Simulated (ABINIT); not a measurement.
Runs of ABINIT 10.8.3 (patched build) on CsPbBr3. Symmetry: Pm-3m, No. 221, cubic system. The conventional cell has a = 5.870 Å, b = 5.870 Å, c = 5.870 Å, α = 90.00°, β = 90.00°, γ = 90.00°. Around Pb (site symmetry m-3m) lie 6 Br at 2.94 Å. Cs (site symmetry m-3m) has 12 Br at 4.15 Å as nearest neighbours. Br (site symmetry 4/mmm) is surrounded by 2 Pb at 2.94 Å. Measurements of this composition are mostly on another form, of space group No. 62.

| task | level | potentials or basis | cell | k mesh | cutoff (eV) | smearing | bands in the sums | one-shot functional | broadening (eV) | scissor shift (eV) | tensor components | gap on the mesh (eV) | pressure (GPa) |
| --- | --- | --- | --- | --- | --- | --- | --- | --- | --- | --- | --- | --- | --- |
| one-shot levels of the hybrid B3LYP | PBE | SPMS NC PBE v1.0 | as given | 4 × 4 × 4 | 490 | fixed | 30 | B3LYP | - | - | - | 1.54 | - |
| optical spectrum | PBEsol | PseudoDojo NC SR PBEsol v0.4.1 standard | as given | 6 × 6 × 6, shifted | 653 | fixed | 28 | - | 0.2 | 0 | [11] | - | -0.1 |
| single point | PBEsol | PseudoDojo NC SR PBEsol v0.4.1 standard | as given | 4 × 4 × 4 | 653 | fermi-dirac 0.05 eV | - | - | - | - | - | (b) | 0.0 |
| positron lifetime | PBE | JTH PAW PBE v2.0 | as given | 4 × 4 × 4 | 517 | fermi-dirac 0.05 eV | - | - | - | - | - | (c) | - |
| optical spectrum | LDA | PseudoDojo NC SR LDA v0.4.1 standard | as given | 6 × 6 × 6, shifted | 707 | fixed | 30 | - | 0.15 | 0.5 | [11] | - | -1.2 |
| single point | PBE | PseudoDojo NC SR PBE v0.4.1 standard | as given | 4 × 4 × 4 | 707 | fermi-dirac 0.05 eV | - | - | - | - | - | 1.53 | (a) |
| effective masses | LDA | PseudoDojo NC SR LDA v0.4.1 standard | cell relaxed at zero pressure by an earlier run | 4 × 4 × 4 | 762 | fixed | - | - | - | - | - | - | 0.0 |
| single point | LDA | PseudoDojo NC SR LDA v0.4.1 standard | as given | 4 × 4 × 4 | 707 | fermi-dirac 0.05 eV | - | - | - | - | - | 1.39 | -1.1 |

Alike in all rows: no spin polarisation.

Question: Fill in the values left out.

Answer: (a) 1.6; (b) 1.43; (c) 1.52.

Caveats: spin-orbit coupling is left out, which as a rule narrows the gap of such compounds by several tenths of an eV (some runs); the cutoff is short for stress, so the pressure is rough (some runs); spectra need much finer meshes, so this one isn't converged (some runs); independent-particle spectra lack excitons (some runs); the PAW basis is incomplete for the positron (some runs); the scissor shift was typed, not computed (some runs); the masses are taken at a mesh point that needn't be the band's extremum (some runs).

A k mesh can miss the band edges, and the runs leave out spin-orbit coupling on Br, Cs, Pb.
